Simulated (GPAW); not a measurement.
Input of a GPAW 26.7.0 run:

The input run.py:

```python
import numpy as np
from ase.dft.bandgap import bandgap
from ase.io import write
from ase.spacegroup import crystal
from ase.units import GPa
from gpaw import GPAW, PW
from gpaw.spinorbit import soc_eigenstates

# Te 4f
# Mo 2c
atoms = crystal(['Te', 'Mo'],
                basis=[[0.6666666667, 0.3333333333, 0.379],
                       [0.6666666667, 0.3333333333, 0.75]],
                spacegroup=194, setting=1,  # P6_3/mmc
                cellpar=[3.5182, 3.5182, 13.9736, 90.0, 90.0, 120.0],
                primitive_cell=True)

calc = GPAW(mode=PW(600),
            xc='LDA',
            kpts={'size': (5, 5, 2), 'gamma': True},
            occupations={'name': 'fermi-dirac', 'width': 0.05},
            nbands=46,
            convergence={'density': 1e-05, 'energy': 1e-05},
            maxiter=150,
            txt='gpaw.txt')
atoms.calc = calc
energy = atoms.get_potential_energy()
forces = atoms.get_forces()
stress = atoms.get_stress()
calc.write('gs.gpw')
write('result.traj', atoms)
print(f'Energy: {energy:.6f} eV')
print('Forces (eV/A):')
print(forces.round(4))
print('Stress (GPa):', (stress / GPa).round(3))
print('Fermi level:', round(calc.get_fermi_level(), 4), 'eV')
print(f'Gap: {bandgap(calc)[0]:.4f} eV, direct: {bandgap(calc, direct=True)[0]:.4f} eV')

path = atoms.cell.bandpath('GMKGALHA,LM,KH', npoints=80, eps=1e-4)
bs_calc = calc.fixed_density(kpts=path, symmetry='off', nbands=73,
                             convergence={'bands': 'CBM+6.0', 'eigenstates': 1e-6}, txt='bands.txt')
bs = bs_calc.band_structure()
bs.write('bs.json')
print(f'Gap on the path: {bandgap(bs_calc)[0]:.4f} eV')

soc = soc_eigenstates(bs_calc, theta=90, phi=45)
np.savetxt('soc_bands.dat', soc.eigenvalues(), fmt='%.4f')
mesh = soc_eigenstates('gs.gpw', theta=90, phi=45)
np.savetxt('soc_mesh.dat', mesh.eigenvalues(), fmt='%.4f')
print('Fermi level with spin-orbit coupling:', round(mesh.fermi_level, 4), 'eV')
```

Potentials or basis: the program's PAW data sets (release 1.2.1) made for this functional, pw.

Launch:

```console
$ OMP_NUM_THREADS=1 python run.py
```

Task: Predict the band gap along the path.

Result: 0.66 eV, indirect (least direct gap 0.95 eV).

Task: Predict the band gap on the k mesh.

Result: 0.66 eV, indirect (least direct gap 1.19 eV).

Task: Predict the largest force.

Result: 0.391 eV/Å.

Levels at the corners of the path, in eV from the valence-band top:
```
point  band 50  band 51  band 52  band 53  band 54  band 55
    Γ    -0.37     0.00     0.00     2.48     2.48     2.61
    M    -0.58    -0.33    -0.33     1.20     1.20     1.26
    K    -0.38    -0.06    -0.06     0.89     0.89     0.92
    Γ    -0.37     0.00     0.00     2.48     2.48     2.61
    A    -0.09    -0.09    -0.09     2.52     2.52     2.52
    L    -0.46    -0.46    -0.46     1.23     1.23     1.23
    H    -0.35    -0.14    -0.14     0.89     0.89     0.94
    A    -0.09    -0.09    -0.09     2.52     2.52     2.52
    L    -0.46    -0.46    -0.46     1.23     1.23     1.23
    M    -0.58    -0.33    -0.33     1.20     1.20     1.26
    K    -0.38    -0.06    -0.06     0.89     0.89     0.92
    H    -0.35    -0.14    -0.14     0.89     0.89     0.94
```

Caveat: the k mesh is coarse; spin-orbit coupling was added after a scalar SCF, so levels and gaps hold it while energy, forces, pressure and moments don't; this program's spin-orbit splittings come out too wide for heavy elements.

**Measured values to compare with.**

“Broadband infrared study of pressure-tunable Fano resonance and metallization transition in 2H-MoTe2”, 2022, pmc:9569381 quotes, for a bulk crystal of Te2Mo at 300 K: band gap 0.88 ± 0.05 eV (indirect).

Against the measured gap of Te2Mo, 0.88 eV (indirect; 300 K; quoted in “Broadband infrared study of pressure-tunable Fano resonance and metallization transition in 2H-MoTe2”, 2022, pmc:9569381), the calculated 0.66 eV is off by -0.22 eV. The value is that of LDA, without temperature or zero-point motion. Semilocal functionals fall short of measured gaps as a rule.
